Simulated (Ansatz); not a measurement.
Set up this calculation in Ansatz 0.2.0, as the native input.

```
Task                : single point
Functional          : PBE
Potentials or basis : Ansatz PAW
Cutoff              : 420 eV (not typed: the program's choice for these potentials)
k mesh              : 11 × 11 × 11
Occupations         : fermi-dirac, width 0.05 eV
Spin                : no spin polarisation
```

The system is InSe.

```
In Se
1.0
     2.00000    1.15470    8.44000
    -2.00000    1.15470    8.44000
     0.00000   -2.30940    8.44000
In Se
2 2
Cartesian
  0.0000 0.0000 22.4994
  0.0000 0.0000 0.0000
  0.0000 0.0000 4.3525
  0.0000 0.0000 9.7102
```

The input as run:

input.yaml

```yaml
crystal:
  lattice:
    - [2.0, 1.1547005384, 8.44]
    - [-2.0, 1.1547005384, 8.44]
    - [0.0, -2.3094010768, 8.44]
  atoms:
    - { symbol: In, position: [0.8886, 0.8886, 0.8886] }
    - { symbol: In, position: [0.0, 0.0, 0.0] }
    - { symbol: Se, position: [0.1719, 0.1719, 0.1719] }
    - { symbol: Se, position: [0.3835, 0.3835, 0.3835] }
hamiltonian:
  xc: pbe
  pseudopotentials: { kind: paw }
kpoints:
  mp_grid: { grid: [11, 11, 11] }
scf:
  occupations: { method: fermi_dirac, width: 0.05 }
output:
  forces: true
  stress: true
  eigenvalues: true
  write_density: true
  write_potential: true
  elf: true
  volumetric_format: npy
```

Potentials or basis: Ansatz PAW.

Launch:

```sh
$ ansatz run input.yaml --threads 2 --pin off --max-ram 5120MiB --backend cpu --events-out ev --progress --plain --runs-dir out
```

It gave:

```
Pressure               : 2.7 GPa
Largest force          : 0.365 eV/Å
Band gap on the k mesh : 0.57 eV, indirect (least direct gap 0.59 eV)
```

Caveat: odd divisions of the mesh miss points on the zone boundary, where band edges often lie, so the gap on the mesh can be too wide; spin-orbit coupling is left out, which moves the levels of the heavy elements.

It took 37 s on 2 threads of Arm Neoverse V1, on a shared host, peak memory 0.66 GiB.
